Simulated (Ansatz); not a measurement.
## Nb under changes of volume

One of the cells (17.408 Å³/atom); the others are scaled copies at fixed shape and fractional positions:

```xyz
1
Lattice="0.0000 2.0570 2.0570 2.0570 0.0000 2.0570 2.0570 2.0570 0.0000" Properties=species:S:1:pos:R:3 pbc="T T T"
Nb    0.0000    0.0000    0.0000
```

This isn't the form of Nb at room conditions, which is bcc.

| Quantity | Value |
| --- | --- |
| Program | Ansatz 0.2.0 |
| Functional | LDA |
| Potentials or basis | SSSP precision PAW |
| Cutoff | 544 eV |
| Density cutoff | 5442 eV |
| k mesh | 11 × 11 × 11 |
| Occupations | fermi-dirac, width 0.05 eV |
| Spin | no spin polarisation |
| Hubbard terms | Nb d U = 2 eV |

| volume (Å³/atom) | energy over the lowest point (meV/atom) | pressure (GPa) |
| --- | --- | --- |
| 16.364 | 77.73 | 18.1 |
| 16.712 | 43.75 | 13.2 |
| 17.060 | 19.97 | 8.7 |
| 17.408 | ? | ? |
| 17.756 | 0.00 | 0.7 |
| 18.104 | 2.30 | -2.7 |
| 18.452 | 11.84 | -5.9 |

What does the run at 17.408 Å³/atom give?

Energy over the lowest point 5.72 meV/atom; pressure 4.5 GPa.

Worked out: A Birch-Murnaghan fit of order 3 (a polynomial in V^(-2/3)) to the other rows has its minimum at 17.83 Å³/atom with B0 = V·E''(V) = 184 GPa and B' = 3.4. It gives 5.67 meV/atom at 17.408 Å³/atom, against the run's 5.72, and -dE/dV = 4.5 GPa, against 4.5.

Energies are extrapolated to zero smearing.

Caveats: U without spin polarisation on a metal has little footing; the U is typed as a test and isn't derived for this compound.
